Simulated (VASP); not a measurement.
Wanted: the native input for a VASP 6.6.1 run.

| Quantity | Value |
| --- | --- |
| Task | relaxation of cell and atoms |
| Functional | PBE |
| Potentials or basis | VASP PAW PBE potentials, release 64 (In_d, Pd) |
| Cutoff | 600 eV |
| k mesh | 6 × 6 × 6 |
| Occupations | fermi-dirac, width 0.05 eV |
| Spin | spin-orbit coupling, no magnetisation |
| Further INCAR settings | ALGO = Fast; EDIFF = 1e-07; IBRION = 2; EDIFFG = -0.01; NSW = 40; ISIF = 3 |

The structure of InPd lies in POSCAR:

```
InPd
1.0
    0.0000000000      2.7460700000      2.7460700000
    2.7460700000      0.0000000000      2.7460700000
    2.7460700000      2.7460700000      0.0000000000
In Pd
1 1
Direct
    0.0000000000      0.0000000000      0.0000000000
    0.5000000000      0.5000000000      0.5000000000
```

The cell was built by a generator and needn't be a form met in nature.

These files were run (other wordings do the same):

INCAR

```
PREC     = Accurate       # precision mode
ENCUT    = 600            # plane-wave cutoff, eV
EDIFF    = 1E-7           # SCF threshold, eV
ISMEAR   = -1             # smearing method
SIGMA    = 0.05           # smearing width, eV
LREAL    = False          # projectors in reciprocal space
LASPH    = True           # aspherical terms in the spheres
NELM     = 100            # most SCF steps
ALGO     = Fast           # electronic algorithm
ISIF     = 3              # what is computed and relaxed
LWAVE    = False          # write WAVECAR
LCHARG   = False          # write CHGCAR
LNONCOLLINEAR= True           # non-collinear magnetism
MAGMOM   = 0 0 0 0 0 0    # initial moments
LORBIT   = 11             # projections on sites
LSORBIT  = True           # spin-orbit coupling
GGA_COMPAT= False        
LMAXMIX  = 4              # l up to which the mixer works
GGA      = PE             # functional
IBRION   = 2              # ionic algorithm
NSW      = 40             # ionic steps
EDIFFG   = -0.01          # ionic threshold
```

KPOINTS

```
regular mesh
0
Gamma
  6 6 6
```

Potentials or basis: VASP PAW PBE potentials, release 64 (In_d, Pd).

Launch:

```sh
$ cat potpaw_PBE.64/In_d/POTCAR potpaw_PBE.64/Pd/POTCAR > POTCAR
$ mpirun -np 1 vasp_ncl > vasp.out
```

It gave:

* Relaxed volume: 20.76 Å³/atom
* Relaxed cell: a = 3.887 Å, b = 3.887 Å, c = 3.887 Å, α = 60.00°, β = 60.00°, γ = 60.00°
* Space group after relaxing (to 0.05 Å): Fm-3m (No. 225)
* Energy gained by relaxing: 0.0 meV/atom
* Ionic steps: 2
* Pressure after relaxing: -0.1 GPa
* Valence electrons inside the program's atomic spheres: In 11.41; Pd 9.44

Run time: 2.4 min on 1 thread of Intel(R) Xeon(R) 6975P-C (Granite Rapids), with other jobs on the host, peak memory 0.33 GiB.
